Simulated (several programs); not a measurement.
BP built on the zincblende prototype, relaxed with r2SCAN in Ansatz, was computed with several methods. The symmetry is F-43m (No. 216, cubic); conventional cell a = 4.537 Å, 11.67 Å³ an atom. Around B lie 4 P at 1.96 Å; around P lie 4 B at 1.96 Å. No spin polarisation and no zero-point or thermal motion.

```cif
data_structure
_symmetry_space_group_name_H-M 'F-43m'
_symmetry_Int_Tables_number 216
_cell_length_a 4.5366
_cell_length_b 4.5366
_cell_length_c 4.5366
_cell_angle_alpha 90.000
_cell_angle_beta 90.000
_cell_angle_gamma 90.000
_cell_volume 93.37
loop_
_atom_site_label
_atom_site_type_symbol
_atom_site_symmetry_multiplicity
_atom_site_Wyckoff_symbol
_atom_site_fract_x
_atom_site_fract_y
_atom_site_fract_z
_atom_site_occupancy
B1 B 4 a 0.00000 0.00000 0.00000 1
P1 P 4 d 0.25000 0.25000 0.75000 1
```

Gaps and times are for a single point on this cell; volume and bulk modulus come from each method's own relaxation or energy curve at fixed shape. Times are rough, from shared hosts (Arm Neoverse V1; Arm Neoverse V2; Intel Xeon Platinum 8375C CPU @ 2.90GHz), and each method has its own mesh and cell size. A star marks a curve whose lowest point is an end point. PM6 (MOPAC), PM7 (MOPAC), GFN1-xTB (tblite), GFN2-xTB (tblite) treat a cluster of cells at its zone centre, which samples few k points: where these miss a band edge, the gap comes out too large for that reason alone. Gaps from k meshes are read at a limited set of points (mesh, symmetry points, PBE's band edges), so each method's own least gap may be somewhat smaller. xTB and the PM methods were fitted mostly to molecules, and can miss a solid's gap by electronvolts. Minimal bases can be far off for gaps. Times of the plane-wave ladder aren't listed, since it ran on unlike processors and cards. GLLB-SC's gap includes the derivative discontinuity. G0W0 is at finite bands, cutoff and mesh. d marks a direct gap, i an indirect one (no mark: not told apart), a dash a value that wasn't computed or didn't pass its checks.

```
                               method              kind  gap (eV)  own volume (Å³/atom)  bulk modulus (GPa)  atoms computed  processor time
                               PBEsol         semilocal         –                 11.54                   –               2               –
 light PBE (260 eV and a coarse mesh)  light plane-wave    1.22 i                     –                   –               2          0.43 s
                                  PBE         semilocal    1.24 i                 11.76                 162               2               –
                                  LDA         semilocal    1.18 i                 11.32                   –               2               –
                               r2SCAN         semilocal    1.41 i                 11.67                 169               2               –
                    GFN1-xTB (tblite)     tight binding      2.05                 12.02                 165         cluster             3 s
               PBE/single zeta (GPAW)       small basis    3.00 i                     –                   –               2           3.8 s
                       GLLB-SC (GPAW)   model potential      1.84                     –                   –               2           4.2 s
                    GFN2-xTB (tblite)     tight binding      1.81                 11.98                 157         cluster           6.9 s
                       PBE/SZV (CP2K)       small basis    4.20 i                12.72*                155*               2           9.4 s
                          PM7 (MOPAC)    semi-empirical      6.91                     –                   –         cluster            11 s
                          PM6 (MOPAC)    semi-empirical      7.52                     –                   –         cluster            13 s
   G0W0@PBE (260 eV screening cutoff)         many-body      1.96                     –                   –               2               –
   G0W0@LDA (140 eV screening cutoff)         many-body      1.83                     –                   –               2               –
                      PBE/DZVP (CP2K)       small basis    1.30 i                 11.79                 161               2            19 s
                                HSE06            hybrid    1.96 i                 11.58                   –               2               –
                                 PBE0            hybrid    2.66 i                     –                   –               2               –
G0W0@r2SCAN (180 eV screening cutoff)         many-body      2.05                     –                   –               2               –
                         Hartree-Fock    exact exchange    7.86 i                     –                   –               2               –
                             DDH-PBE0            hybrid    1.85 i                     –                   –               2               –
                              r2SCAN0            hybrid    2.74 i                     –                   –               2               –
 G0W0@HSE06 (180 eV screening cutoff)         many-body      2.22                     –                   –               2               –
  G0W0@PBE0 (180 eV screening cutoff)         many-body      2.36                     –                   –               2               –
```

**Question.** How far from the measured values lie the methods that can be set against them?

**Answer.**
- Bulk modulus, measured 179 GPa: PBE -9.5 %, r2SCAN -5.4 %, GFN1-xTB (tblite) -7.6 %, GFN2-xTB (tblite) -12.4 %, PBE/DZVP (CP2K) -10.2 %.
- Volume, measured 11.7 Å³ an atom: PBEsol -1.3 %, PBE +0.6 %, LDA -3.2 %, r2SCAN -0.2 %, GFN1-xTB (tblite) +2.7 %, GFN2-xTB (tblite) +2.5 %, PBE/DZVP (CP2K) +0.8 %, HSE06 -1.0 %.
The calculations are for a static lattice; samples hold vibrations, temperature and, in optical gaps, excitons. A measured value is shown where most reports agree with it, and only for the quantities listed. Sources: 179 GPa (isothermal B0 from Vinet fit to p-V data up to 55 GPa; 300 K; “Equation of state of single-crystal cubic boron phosphide”; 300 K value from Vinet equation-of-state fit to p-V data up to 55 GPa; correlated with B0'; 2014; arxiv:1407.1677); 11.7 Å³ an atom (from the lattice constants; cubic a at 300 K; 300 K; “Thermal expansion coefficients of high thermal conducting BAs and BP materials”; 2019; arxiv:1906.04101).
